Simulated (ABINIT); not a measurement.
Hf:

```xyz
2
Lattice="3.1967 0.0000 0.0000 -1.5983 2.7684 0.0000 0.0000 0.0000 5.0578" Properties=species:S:1:pos:R:3 pbc="T T T"
Hf    1.5984    0.9228    3.7934
Hf    0.0000    1.8456    1.2645
```

Program: ABINIT 10.8.3 (patched build). Alike in all runs: no spin polarisation; cell as given; smearing fermi-dirac 0.05 eV.

Question: Order these runs on this cell by their pressure, lowest first.
A. level LDA; potentials or basis JTH PAW LDA v2.0; k mesh 8 × 8 × 4; cutoff (eV) 463; fine-grid cutoff 925.187 eV
B. level RPBE; potentials or basis JTH PAW PBE v2.0; k mesh 10 × 10 × 5; cutoff (eV) 517; fine-grid cutoff 1034.03 eV
C. level PBE; potentials or basis JTH PAW PBE v2.0; k mesh 8 × 8 × 4; cutoff (eV) 517; fine-grid cutoff 1034.03 eV
D. level PBEsol; potentials or basis JTH PAW PBE v2.0; k mesh 13 × 13 × 6; cutoff (eV) 517; fine-grid cutoff 1034.03 eV

Answer: A (-8.1 GPa), D (-3.8 GPa), C (0.4 GPa), B (3.3 GPa).

Caveats: the PAW data sets were made with another functional, which shifts forces and pressure a little (some runs).

Not every run made on this cell is shown here.
